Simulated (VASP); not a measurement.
# PbO2 (Fm-3m) in VASP: settings compared, part 2 of 2

VASP 6.6.1. Earlier steps stand in the parts before.

## Step 7: Equation of state, PBE, 13.94 Å³/atom (volume scaled by 1.06)

The input, INCAR:

```
SYSTEM = PbO2
PREC     = Accurate       ! precision mode
ENCUT    = 520            ! plane-wave cutoff, eV
EDIFF    = 1E-7           ! SCF threshold, eV
ISMEAR   = -1             ! smearing method
SIGMA    = 0.05           ! smearing width, eV
LREAL    = .False.        ! projectors in reciprocal space
LASPH    = .True.         ! aspherical terms in the spheres
NELM     = 60             ! most SCF steps
ALGO     = Normal         ! electronic algorithm
ISIF     = 2              ! what is computed and relaxed
LWAVE    = .False.        ! write WAVECAR
LCHARG   = .False.        ! write CHGCAR
GGA      = PE             ! functional
NBANDS   = 20             ! bands
```

The input, KPOINTS:

```
regular mesh
0
Gamma
  9 9 9
  0 0 0
```

The input, POSCAR:

```
PbO2
1.0
    0.0000000000      2.7549856893      2.7549856893
    2.7549856893      0.0000000000      2.7549856893
    2.7549856893      2.7549856893      0.0000000000
Pb O
1 2
Direct
    0.0000000000      0.0000000000      0.0000000000
    0.7500000000      0.7500000000      0.7500000000
    0.2500000000      0.2500000000      0.2500000000
```

Run with:

```bash
$ cat potpaw_PBE.64/Pb_d/POTCAR potpaw_PBE.64/O/POTCAR > POTCAR
$ mpirun -np 1 vasp_std > vasp.out
```

It took 29 s on 1 thread of Intel Xeon Platinum 8488C (Sapphire Rapids), shared host; peak memory 0.18 GiB.

It converged, with:

| Quantity | Value |
| --- | --- |
| Free energy | -15.5725 eV |
| Pressure | -6.3 GPa |
| Band gap on the k mesh | none (metal or under the smearing width) |

## Step 8: Equation of state, PBE

Potentials or basis: VASP PAW PBE potentials, release 64 (Pb_d, O).

This step only gathers the single runs of the series.

What came out:

```
Equilibrium volume                      : 13.23 Å³/atom
Bulk modulus                            : 133 GPa
Pressure derivative of the bulk modulus : 5.0
```

Energy against volume, from the lowest point:
| volume (Å³/atom) | energy (meV/atom) |
| --- | --- |
| 12.362 | 26.99 |
| 12.625 | 12.48 |
| 12.888 | 3.70 |
| 13.151 | 0.00 |
| 13.414 | 0.79 |
| 13.677 | 5.59 |
| 13.940 | 13.91 |

## Step 9: Equation of state, PBEsol, 12.36 Å³/atom (volume scaled by 0.94)

The input, INCAR:

```
SYSTEM = PbO2
  PREC = Accurate
  ENCUT = 520
  EDIFF = 1E-7
  ISMEAR = -1
  SIGMA = 0.05
  LREAL = .FALSE.
  LASPH = .TRUE.
  NELM = 60
  ALGO = Normal
  ISIF = 2
  LWAVE = .FALSE.
  LCHARG = .FALSE.
  GGA = PS
  NBANDS = 20
```

The input, KPOINTS:

```
Automatic mesh
0
G
  9 9 9
  0 0 0
```

The input, POSCAR:

```
PbO2
1.0
    0.0000000000      2.6468338291      2.6468338291
    2.6468338291      0.0000000000      2.6468338291
    2.6468338291      2.6468338291      0.0000000000
Pb O
1 2
Direct
    0.0000000000      0.0000000000      0.0000000000
    0.7500000000      0.7500000000      0.7500000000
    0.2500000000      0.2500000000      0.2500000000
```

Potentials or basis: VASP PAW PBE potentials, release 64 (Pb_d, O).

Run with:

```bash
$ cat potpaw_PBE.64/Pb_d/POTCAR potpaw_PBE.64/O/POTCAR > POTCAR
$ mpirun -np 1 vasp_std > vasp.out
```

Wall time 25 s (1 thread of AMD EPYC 7R13 (Zen 3), shared host); peak memory 0.14 GiB.

It converged, with:

- Free energy: -16.7853 eV
- Pressure: 3.7 GPa
- Band gap on the k mesh: none (metal or under the smearing width)

Caveat: the PAW data sets were made with another functional, which shifts forces and pressure a little.

## Step 10: Equation of state, PBEsol, 12.63 Å³/atom (volume scaled by 0.96)

INCAR is that of step 9.

KPOINTS is that of step 9.

The input, POSCAR:

```
PbO2
1.0
    0.0000000000      2.6654741181      2.6654741181
    2.6654741181      0.0000000000      2.6654741181
    2.6654741181      2.6654741181      0.0000000000
Pb O
1 2
Direct
    0.0000000000      0.0000000000      0.0000000000
    0.7500000000      0.7500000000      0.7500000000
    0.2500000000      0.2500000000      0.2500000000
```

Run with:

```bash
$ cat potpaw_PBE.64/Pb_d/POTCAR potpaw_PBE.64/O/POTCAR > POTCAR
$ mpirun -np 1 vasp_std > vasp.out
```

It took 28 s on 1 thread of AMD EPYC 7R13 (Zen 3), shared host; peak memory 0.14 GiB.

It converged, with:

```
Free energy            : -16.7963 eV
Pressure               : 0.3 GPa
Band gap on the k mesh : none (metal or under the smearing width)
```

Caveat: the PAW data sets were made with another functional, which shifts forces and pressure a little.

## Step 11: Equation of state, PBEsol, 12.89 Å³/atom (volume scaled by 0.98)

INCAR is that of step 10.

KPOINTS is that of step 10.

The input, POSCAR:

```
PbO2
1.0
    0.0000000000      2.6838572791      2.6838572791
    2.6838572791      0.0000000000      2.6838572791
    2.6838572791      2.6838572791      0.0000000000
Pb O
1 2
Direct
    0.0000000000      0.0000000000      0.0000000000
    0.7500000000      0.7500000000      0.7500000000
    0.2500000000      0.2500000000      0.2500000000
```

Run with:

```bash
$ cat potpaw_PBE.64/Pb_d/POTCAR potpaw_PBE.64/O/POTCAR > POTCAR
$ mpirun -np 1 vasp_std > vasp.out
```

Run time: 23 s. Hardware: 1 thread of AMD EPYC 7R13 (Zen 3), shared host; peak memory 0.14 GiB.

Results (log left out):

- Free energy: -16.7912 eV
- Pressure: -2.8 GPa
- Band gap on the k mesh: none (metal or under the smearing width)

Caveat: the PAW data sets were made with another functional, which shifts forces and pressure a little.

## Step 12: Equation of state, PBEsol, 13.41 Å³/atom (volume scaled by 1.02)

INCAR is that of step 11.

KPOINTS is that of step 11.

The input, POSCAR:

```
PbO2
1.0
    0.0000000000      2.7198865082      2.7198865082
    2.7198865082      0.0000000000      2.7198865082
    2.7198865082      2.7198865082      0.0000000000
Pb O
1 2
Direct
    0.0000000000      0.0000000000      0.0000000000
    0.7500000000      0.7500000000      0.7500000000
    0.2500000000      0.2500000000      0.2500000000
```

Potentials or basis: VASP PAW PBE potentials, release 64 (Pb_d, O).

Run with:

```bash
$ cat potpaw_PBE.64/Pb_d/POTCAR potpaw_PBE.64/O/POTCAR > POTCAR
$ mpirun -np 1 vasp_std > vasp.out
```

It took 31 s on 1 thread of AMD EPYC 7R13 (Zen 3), shared host; peak memory 0.15 GiB.

Results (log left out):

- Free energy: -16.7401 eV
- Pressure: -7.9 GPa
- Band gap on the k mesh: none (metal or under the smearing width)

Caveat: the PAW data sets were made with another functional, which shifts forces and pressure a little.

## Step 13: Equation of state, PBEsol, 13.68 Å³/atom (volume scaled by 1.04)

INCAR is that of step 12.

KPOINTS is that of step 12.

The input, POSCAR:

```
PbO2
1.0
    0.0000000000      2.7375486038      2.7375486038
    2.7375486038      0.0000000000      2.7375486038
    2.7375486038      2.7375486038      0.0000000000
Pb O
1 2
Direct
    0.0000000000      0.0000000000      0.0000000000
    0.7500000000      0.7500000000      0.7500000000
    0.2500000000      0.2500000000      0.2500000000
```

Run with:

```bash
$ cat potpaw_PBE.64/Pb_d/POTCAR potpaw_PBE.64/O/POTCAR > POTCAR
$ mpirun -np 1 vasp_std > vasp.out
```

Wall time 28 s (1 thread of AMD EPYC 7R13 (Zen 3), shared host); peak memory 0.15 GiB.

Results (log left out):

```yaml
Free_energy: -16.6972 eV
Pressure: -10.0 GPa
Band_gap_on_the_k_mesh: none (metal or under the smearing width)
```

Caveat: the PAW data sets were made with another functional, which shifts forces and pressure a little.

## Step 14: Equation of state, PBEsol, 13.94 Å³/atom (volume scaled by 1.06)

INCAR is that of step 13.

KPOINTS is that of step 13.

The input, POSCAR:

```
PbO2
1.0
    0.0000000000      2.7549856893      2.7549856893
    2.7549856893      0.0000000000      2.7549856893
    2.7549856893      2.7549856893      0.0000000000
Pb O
1 2
Direct
    0.0000000000      0.0000000000      0.0000000000
    0.7500000000      0.7500000000      0.7500000000
    0.2500000000      0.2500000000      0.2500000000
```

Run with:

```bash
$ cat potpaw_PBE.64/Pb_d/POTCAR potpaw_PBE.64/O/POTCAR > POTCAR
$ mpirun -np 1 vasp_std > vasp.out
```

Wall time 32 s (1 thread of AMD EPYC 7R13 (Zen 3), shared host); peak memory 0.15 GiB.

Results (log left out):

```
Free energy            : -16.6446 eV
Pressure               : -11.8 GPa
Band gap on the k mesh : none (metal or under the smearing width)
```

Caveat: the PAW data sets were made with another functional, which shifts forces and pressure a little.

## Step 15: Equation of state, PBEsol

Potentials or basis: VASP PAW PBE potentials, release 64 (Pb_d, O).

This step only gathers the single runs of the series.

What came out:

```
Equilibrium volume                      : 12.67 Å³/atom
Bulk modulus                            : 154 GPa
Pressure derivative of the bulk modulus : 5.1
```

Energy against volume, from the lowest point:
| volume (Å³/atom) | energy (meV/atom) |
| --- | --- |
| 12.362 | 3.67 |
| 12.625 | 0.00 |
| 12.888 | 1.71 |
| 13.151 | 8.15 |
| 13.414 | 18.75 |
| 13.677 | 33.05 |
| 13.940 | 50.57 |

Caveat: the PAW data sets were made with another functional, which shifts forces and pressure a little.
